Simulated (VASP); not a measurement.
A run of VASP 6.6.1 is set up as follows.

INCAR

```
SYSTEM = Sn3Ge13
ALGO = Fast
EDIFF = 1E-6
ENCUT = 520
GGA = PS
GGA_COMPAT = .FALSE.
ISIF = 2
ISMEAR = 0
KPAR = 8
LASPH = .TRUE.
LCHARG = .FALSE.
LORBIT = 11
LREAL = .FALSE.
LSORBIT = .TRUE.
LWAVE = .FALSE.
MAGMOM = 0 0 0 0 0 0 0 0 0 0 0 0 0 0 0 0 0 0 0 0 0 0 0 0 0 0 0 0 0 0 0 0 0 0 0 0 0 0 0 0 0 0 0 0 0 0 0 0
NBANDS = 252
NELM = 80
PREC = Accurate
SIGMA = 0.03
```

Contents of KPOINTS:

```
k-points
0
G
  4 4 4
  0 0 0
```

POSCAR

```
Sn3Ge13                                 
1.0
    0.0026384065      5.8444952625     -5.8543062417
    5.8471336689      5.8471336689      0.0000000000
    5.8510483701     -0.0039147013     -5.8608474945
  Sn              Ge            
     3    13
Direct
     0.4999329636202001    0.9995085392922000    0.5010499577953930
     0.4868112964724239    0.5040190662021776    0.5051505711232280
     0.8888190462954282    0.3706841132567668    0.3698127271910312
     0.0039561372466129    0.9866842060168372    0.5046242621766798
     0.0039561372466129    0.5047353945598773    0.5046242621766798
     0.4990000650457856    0.9999456079239372    0.0000983095911319
     0.4990000650457856    0.5009560174391453    0.0000983095911319
     0.0011271406207315    0.9993304542335069    0.0002119509122548
     0.0043064481468605    0.5043767141865942    0.9869401234799510
     0.3660952478481891    0.3840439636902265    0.3651137936090146
     0.3660952478481891    0.8847469948525697    0.3651137936090146
     0.8886456916248856    0.8706503060408115    0.3700536962934986
     0.3701248415137688    0.3706734630812373    0.8885282323237567
     0.3701778702876882    0.8707528216967308    0.8883164863188502
     0.8759759005684260    0.3748888006349727    0.8751317619041920
     0.8759759005684260    0.8740035368924093    0.8751317619041920
```

Contents of KPOINTS_OPT:

```
explicit points
6
Reciprocal
 0.0000000000  0.0000000000  0.0000000000 1
 0.3750000000  0.3750000000  0.7500000000 1
 0.5000000000  0.5000000000  0.5000000000 1
 0.6250000000  0.2500000000  0.6250000000 1
 0.5000000000  0.2500000000  0.7500000000 1
 0.5000000000  0.0000000000  0.5000000000 1
```

Potentials or basis: VASP PAW PBE potentials, release 64 (Sn_d, Ge_d).

Launch:

```bash
$ cat potpaw_PBE.64/Sn_d/POTCAR potpaw_PBE.64/Ge_d/POTCAR > POTCAR
$ mpirun -np 8 vasp_ncl > vasp.out
```

Problem. What does it give for the largest force?

Solution. 0.035 eV/Å.

Problem. Estimate the pressure.

Solution. -0.1 GPa.

Forces on the atoms (eV/Å):
```
Sn  -0.002  0.002  0.006
Sn  -0.003  0.003  0.005
Sn   0.006 -0.006 -0.001
Ge  -0.007  0.006 -0.001
Ge  -0.006  0.007 -0.001
Ge  -0.022  0.018  0.021
Ge  -0.018  0.022  0.021
Ge  -0.021  0.021  0.012
Ge  -0.020  0.020  0.009
Ge   0.005 -0.008 -0.001
Ge   0.008 -0.005 -0.001
Ge   0.007 -0.007  0.000
Ge   0.021 -0.021 -0.013
Ge   0.014 -0.014 -0.013
Ge   0.020 -0.019 -0.022
Ge   0.019 -0.020 -0.022
```

Caveat: the PAW data sets were made with another functional, which shifts forces and pressure a little.
